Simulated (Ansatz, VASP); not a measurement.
# Sc2MnSe4 in two plane-wave programs, part 2 of 3

Wanted: the spread between two codes on one cell, functional and k mesh. The cell is taken from a series of runs on this material, whose earlier steps may have relaxed, scaled, displaced or heated it; both programs get it as it stands.

VASP 6.6.1 and Ansatz 0.2.0.

So far: The starting structure; Ansatz: relaxation of cell and atoms, r2SCAN with rVV10.

**3. VASP: relaxation of cell and atoms, r2SCAN with rVV10**

Level of this step: r2SCAN with rVV10, spin-polarised from an antiferromagnetic start; plane waves and PAW (Sc_sv, Mn_pv, Se) (VASP).

The same cell, functional, mesh and smearing now go to VASP, with its own data sets.

Lines of VASP's logs that name or quote its potential files are left out, and so is its time.

Contents of INCAR:

```
SYSTEM = Sc2MnSe4
PREC = Accurate
ENCUT = 550
EDIFF = 1E-07
NELM = 200
ISMEAR = 0
SIGMA = 0.02
LREAL = .FALSE.
ALGO = Normal
METAGGA = R2SCAN
LUSE_VDW = .TRUE.
IVDW_NL = 2
BPARAM = 11.95
CPARAM = 0.0093
LASPH = .TRUE.
NBANDS = 80
ISPIN = 2
MAGMOM = 0 0 0 0 4.28 -4.28 0.01 -0.01 -0.01 -0.01 0.01 0.01 0.01 -0.01
LMAXMIX = 4
LORBIT = 11
LWAVE = .FALSE.
LCHARG = .FALSE.
ISIF = 3
IBRION = 2
NSW = 80
EDIFFG = -0.005
GGA_COMPAT = .FALSE.
NELMIN = 4
LMIXTAU = .TRUE.
KPAR = 4
```

Contents of POSCAR:

```
Sc2MnSe4
1.0
    0.0000000000      5.5634090000      5.5634090000
    5.5634090000      0.0000000000      5.5634090000
    5.5634090000      5.5634090000      0.0000000000
Sc Mn Se
4 2 8
Direct
    0.1249999775      0.1249999775      0.1249999775
    0.6250000674      0.1249999775      0.1249999775
    0.1249999775      0.6250000674      0.1249999775
    0.1249999775      0.1249999775      0.6250000674
    0.5000000000      0.5000000000      0.5000000000
    0.7500000449      0.7500000449      0.7500000449
    0.3686037643      0.8941887070      0.3686037643
    0.8813962806      0.8813962806      0.3558111582
    0.3558111582      0.8813962806      0.8813962806
    0.8813962806      0.8813962806      0.8813962806
    0.8941887070      0.3686037643      0.3686037643
    0.3686037643      0.3686037643      0.3686037643
    0.3686037643      0.3686037643      0.8941887070
    0.8813962806      0.3558111582      0.8813962806
```

Contents of KPOINTS:

```
Automatic mesh
0
Gamma
4 4 4
0 0 0
```

The projector-augmented-wave data sets are Sc_sv, Mn_pv and Se (PBE family, release 64).

Launch:

```bash
$ mpirun -np 4 vasp_std
```

Output:

```text
[banner, memory and clock lines left out]
running    4 mpi-ranks, on    1 nodes
 distrk:  each k-point on    1 cores,    4 groups
 distr:  one band on    1 cores,    1 groups

 POSCAR found type information on POSCAR ScMnSe
 POSCAR found :  3 types and      14 ions
|                                                                             |
|               ----> ADVICE to this user running VASP <----                  |
|                                                                             |
|     You have switched on vdW-DFT.                                           |
|     This routine was written and supplied by Jiri Klimes. We recommend      |
|     that you carefully read and cite the following publications:            |
|       J. Klimes, D.R. Bowler, A. Michelides                                 |
|          J. Phys.: Cond Matt. 22 022201 (2010)                              |
|       J. Klimes, D.R. Bowler, A. Michelides                                 |
|          Phys. Rev. B. 83, 195131 (2011)                                    |
|     and references therein.                                                 |
|                                                                             |

|                                                                             |
|               ----> ADVICE to this user running VASP <----                  |
|                                                                             |
|     You enforced a specific xc type in the INCAR file but a different       |
|     [... a line on the potential file left out ...]
|     I HOPE YOU KNOW WHAT YOU ARE DOING!                                     |
|                                                                             |

 LDA part: xc-table for (None), standard interpolation
 POSCAR, INCAR and KPOINTS ok, starting setup
 FFT: planning ... GRIDC
 FFT: planning ... GRID_SOFT
 FFT: planning ... GRID
 WAVECAR not read
 entering main loop
       N       E                     dE             d eps       ncg     rms          rms(c)
Total rVV10 correction in eV:      2.9728234   129.6909530
Total rVV10 correction in eV:      2.9728234   129.6909530
Total rVV10 correction in eV:      2.9728234   129.6909530
Total rVV10 correction in eV:      2.9728234   129.6909530
DAV:   1     0.170518645235E+04    0.17052E+04   -0.54552E+04  2744   0.151E+03
DAV:   2     0.319254867490E+02   -0.16733E+04   -0.16300E+04  2752   0.527E+02
DAV:   3    -0.222651076139E+03   -0.25458E+03   -0.24112E+03  4296   0.204E+02
DAV:   4    -0.242584983357E+03   -0.19934E+02   -0.19760E+02  4176   0.661E+01
DAV:   5    -0.243008594409E+03   -0.42361E+00   -0.42161E+00  4200   0.135E+01    0.238E+01
Total rVV10 correction in eV:      2.9866108   129.6909529
Total rVV10 correction in eV:      2.9866108   129.6909529
Total rVV10 correction in eV:      2.9866108   129.6909529
Total rVV10 correction in eV:      2.9866108   129.6909529
DAV:   6    -0.218981781208E+03    0.24027E+02   -0.64792E+01  3944   0.489E+01    0.201E+01
Total rVV10 correction in eV:      3.0014275   129.6909528
Total rVV10 correction in eV:      3.0014275   129.6909528
Total rVV10 correction in eV:      3.0014275   129.6909528
Total rVV10 correction in eV:      3.0014275   129.6909528
DAV:   7    -0.210236509264E+03    0.87453E+01   -0.95524E+00  3760   0.193E+01    0.117E+01
Total rVV10 correction in eV:      3.0140830   129.6909528
Total rVV10 correction in eV:      3.0140830   129.6909528
Total rVV10 correction in eV:      3.0140830   129.6909528
Total rVV10 correction in eV:      3.0140830   129.6909528
DAV:   8    -0.210019481475E+03    0.21703E+00   -0.14731E+00  3536   0.510E+00    0.562E+00
Total rVV10 correction in eV:      3.0429839   129.6909528
Total rVV10 correction in eV:      3.0429839   129.6909528
Total rVV10 correction in eV:      3.0429839   129.6909528
Total rVV10 correction in eV:      3.0429839   129.6909528
DAV:   9    -0.210071719039E+03   -0.52238E-01   -0.31184E-01  3784   0.317E+00    0.209E+00
Total rVV10 correction in eV:      3.0608871   129.6909528
Total rVV10 correction in eV:      3.0608871   129.6909528
Total rVV10 correction in eV:      3.0608871   129.6909528
Total rVV10 correction in eV:      3.0608871   129.6909528
DAV:  10    -0.210094129442E+03   -0.22410E-01   -0.91053E-02  3176   0.162E+00    0.525E-01
Total rVV10 correction in eV:      3.0632845   129.6909528
Total rVV10 correction in eV:      3.0632845   129.6909528
Total rVV10 correction in eV:      3.0632845   129.6909528
Total rVV10 correction in eV:      3.0632845   129.6909528
DAV:  11    -0.210100087197E+03   -0.59578E-02   -0.10404E-02  4064   0.594E-01    0.355E-01
Total rVV10 correction in eV:      3.0655343   129.6909528
[...]
Total rVV10 correction in eV:      3.0541671   129.6909530
Total rVV10 correction in eV:      3.0541671   129.6909530
Total rVV10 correction in eV:      3.0541671   129.6909530
DAV:   7    -0.210112148329E+03   -0.33712E-05   -0.43501E-07  3032   0.395E-03    0.200E-03
Total rVV10 correction in eV:      3.0541703   129.6909530
Total rVV10 correction in eV:      3.0541703   129.6909530
Total rVV10 correction in eV:      3.0541703   129.6909530
Total rVV10 correction in eV:      3.0541703   129.6909530
DAV:   8    -0.210112147314E+03    0.10149E-05   -0.73196E-08  1776   0.239E-03    0.995E-04
[...]
Total rVV10 correction in eV:      3.0539777   129.6909530
Total rVV10 correction in eV:      3.0539777   129.6909530
Total rVV10 correction in eV:      3.0539777   129.6909530
Total rVV10 correction in eV:      3.0539777   129.6909530
DAV:   5    -0.210112244601E+03   -0.39272E-05   -0.12022E-06  3328   0.438E-03    0.453E-03
Total rVV10 correction in eV:      3.0539710   129.6909530
Total rVV10 correction in eV:      3.0539710   129.6909530
Total rVV10 correction in eV:      3.0539710   129.6909530
Total rVV10 correction in eV:      3.0539710   129.6909530
DAV:   6    -0.210112246619E+03   -0.20181E-05   -0.74934E-08  1992   0.247E-03    0.183E-03
Total rVV10 correction in eV:      3.0539688   129.6909530
Total rVV10 correction in eV:      3.0539688   129.6909530
Total rVV10 correction in eV:      3.0539688   129.6909530
Total rVV10 correction in eV:      3.0539688   129.6909530
DAV:   7    -0.210112247553E+03   -0.93402E-06   -0.62186E-08  1744   0.174E-03    0.574E-04
Total rVV10 correction in eV:      3.0539699   129.6909530
Total rVV10 correction in eV:      3.0539699   129.6909530
Total rVV10 correction in eV:      3.0539699   129.6909530
Total rVV10 correction in eV:      3.0539699   129.6909530
DAV:   8    -0.210112247303E+03    0.24954E-06   -0.17882E-08  1568   0.140E-03    0.348E-04
Total rVV10 correction in eV:      3.0539708   129.6909530
Total rVV10 correction in eV:      3.0539708   129.6909530
Total rVV10 correction in eV:      3.0539708   129.6909530
Total rVV10 correction in eV:      3.0539708   129.6909530
DAV:   9    -0.210112247318E+03   -0.15298E-07   -0.77089E-09  1568   0.742E-04
Total rVV10 correction in eV:      3.0539709   129.6909530
Total rVV10 correction in eV:      3.0539709   129.6909530
Total rVV10 correction in eV:      3.0539709   129.6909530
Total rVV10 correction in eV:      3.0539709   129.6909530
Total rVV10 correction in eV:      3.0539710   129.6909530
Total rVV10 correction in eV:      3.0539710   129.6909530
Total rVV10 correction in eV:      3.0539710   129.6909530
Total rVV10 correction in eV:      3.0539710   129.6909530
   6 F= -.21011225E+03 E0= -.21011225E+03  d E =-.789325E-03  mag=     0.0000
 curvature:  -0.50 expect dE=-0.300E-04 dE for cont linesearch -0.285E-04
 ZBRENT: increasing intervall
 opt :   1.6594  next Energy=  -210.112293 (dE=-0.835E-03)
 bond charge predicted
       N       E                     dE             d eps       ncg     rms          rms(c)
Total rVV10 correction in eV:      3.0539083   129.6909530
Total rVV10 correction in eV:      3.0539083   129.6909530
Total rVV10 correction in eV:      3.0539083   129.6909530
Total rVV10 correction in eV:      3.0539083   129.6909530
DAV:   1    -0.210112252681E+03   -0.53783E-05   -0.10299E-02  2864   0.319E-01    0.818E-02
Total rVV10 correction in eV:      3.0537473   129.6909530
Total rVV10 correction in eV:      3.0537473   129.6909530
Total rVV10 correction in eV:      3.0537473   129.6909530
Total rVV10 correction in eV:      3.0537473   129.6909530
DAV:   2    -0.210112282928E+03   -0.30246E-04   -0.82961E-04  3296   0.134E-01    0.733E-02
Total rVV10 correction in eV:      3.0537005   129.6909530
Total rVV10 correction in eV:      3.0537005   129.6909530
Total rVV10 correction in eV:      3.0537005   129.6909530
Total rVV10 correction in eV:      3.0537005   129.6909530
DAV:   3    -0.210112336619E+03   -0.53691E-04   -0.34502E-05  3680   0.315E-02    0.229E-02
Total rVV10 correction in eV:      3.0536401   129.6909530
Total rVV10 correction in eV:      3.0536401   129.6909530
Total rVV10 correction in eV:      3.0536401   129.6909530
Total rVV10 correction in eV:      3.0536401   129.6909530
DAV:   4    -0.210112343347E+03   -0.67284E-05   -0.10668E-05  3432   0.116E-02    0.170E-02
Total rVV10 correction in eV:      3.0535855   129.6909530
Total rVV10 correction in eV:      3.0535855   129.6909530
Total rVV10 correction in eV:      3.0535855   129.6909530
Total rVV10 correction in eV:      3.0535855   129.6909530
DAV:   5    -0.210112350977E+03   -0.76302E-05   -0.46796E-06  3552   0.812E-03    0.918E-03
Total rVV10 correction in eV:      3.0535721   129.6909530
Total rVV10 correction in eV:      3.0535721   129.6909530
Total rVV10 correction in eV:      3.0535721   129.6909530
Total rVV10 correction in eV:      3.0535721   129.6909530
DAV:   6    -0.210112355170E+03   -0.41933E-05   -0.36702E-07  3176   0.432E-03    0.355E-03
Total rVV10 correction in eV:      3.0535682   129.6909530
Total rVV10 correction in eV:      3.0535682   129.6909530
Total rVV10 correction in eV:      3.0535682   129.6909530
Total rVV10 correction in eV:      3.0535682   129.6909530
DAV:   7    -0.210112357078E+03   -0.19078E-05   -0.15930E-07  2176   0.214E-03    0.103E-03
Total rVV10 correction in eV:      3.0535710   129.6909530
Total rVV10 correction in eV:      3.0535710   129.6909530
Total rVV10 correction in eV:      3.0535710   129.6909530
Total rVV10 correction in eV:      3.0535710   129.6909530
DAV:   8    -0.210112356362E+03    0.71647E-06   -0.35943E-08  1600   0.186E-03    0.634E-04
Total rVV10 correction in eV:      3.0535720   129.6909530
Total rVV10 correction in eV:      3.0535720   129.6909530
Total rVV10 correction in eV:      3.0535720   129.6909530
Total rVV10 correction in eV:      3.0535720   129.6909530
DAV:   9    -0.210112356590E+03   -0.22770E-06   -0.14188E-08  1568   0.900E-04    0.261E-04
Total rVV10 correction in eV:      3.0535726   129.6909530
Total rVV10 correction in eV:      3.0535726   129.6909530
Total rVV10 correction in eV:      3.0535726   129.6909530
Total rVV10 correction in eV:      3.0535726   129.6909530
DAV:  10    -0.210112356658E+03   -0.68041E-07   -0.69690E-09  1568   0.779E-04
Total rVV10 correction in eV:      3.0535714   129.6909530
Total rVV10 correction in eV:      3.0535714   129.6909530
Total rVV10 correction in eV:      3.0535714   129.6909530
Total rVV10 correction in eV:      3.0535714   129.6909530
Total rVV10 correction in eV:      3.0535721   129.6909530
Total rVV10 correction in eV:      3.0535721   129.6909530
Total rVV10 correction in eV:      3.0535721   129.6909530
Total rVV10 correction in eV:      3.0535721   129.6909530
   7 F= -.21011236E+03 E0= -.21011236E+03  d E =-.898664E-03  mag=     0.0000
 curvature:  -0.81 expect dE=-0.140E-05 dE for cont linesearch -0.138E-05
 trial: gam= 0.00000 g(F)=  0.173E-05 g(S)=  0.860E-09 ort =-0.396E-04 (trialstep = 0.108E+01)
 search vector abs. value=  0.173E-05
 reached required accuracy - stopping structural energy minimisation
```

(Part 2 of 3 ends here.)

[Lines on the potential files, build, host, timing and source positions are cut from VASP's logs without a mark.]

[Logs are printed without paths, hosts, clocks, repeated set-up lines and the standing remarks that a program may print on its own settings, such as how far it seeks lower states.]

[Hosts, paths, dates, database ids (printed as entryN), source tags and the programs' standing remarks are cut or masked in the printed files.]
